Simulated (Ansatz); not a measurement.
**WS2 and its competing phases**

The calculation used DFT PBE, scalar-relativistic, plane waves, PAW (Ansatz). All cells share a 420 eV cutoff and Γ-centred k meshes spaced at most about 0.3 Å⁻¹ (about 0.25 or finer for metals, 2π included). No spin polarisation.

Energies over the elements count from the elements' standard structures at the same level, with no fitted energy shifts.

Temperature and zero-point effects are left out. No dispersion correction is applied, so the spacing and binding between layers, chains or molecules are poorly described (P4/mmm, P6_3/mmc), and this can change margins and order among such cells. These runs have no spin–orbit coupling, which can matter for W. The reference form of S is held partly by dispersion forces, which this level lacks.

The competitors are the elements and 1 reference phase of this chemical system (from databases or known types: WS2), relaxed at the same level; other known phases may be missing.

The candidate was reached from: random cell.

```xyz
3
Lattice="2.5917 0.0000 0.0000 0.0000 2.5917 0.0000 0.0000 0.0000 9.2342" Properties=species:S:1:pos:R:3 pbc="T T T"
W     1.2959    1.2959    4.6171
S     1.2959    1.2959    7.0702
S     1.2959    1.2959    2.1639
```

Problem. Where does it stand against these competitors?

Solution. Not the lowest form: another structure of the same formula lies lower. Its formation energy is 0.532 eV/atom. The lowest competing phase at this composition is this:

```tsv
phase	space group	source	share of atoms	ΔE_f (eV/atom)
WS2	P6_3/mmc (No. 194)	Materials Project	1.0000	-0.833
```

The candidate lies 1.36 eV/atom above this phase. The candidate matches no cell in the subsets of the Crystallography Open Database and the Materials Project at hand. The margin is far too high for a likely synthesis.
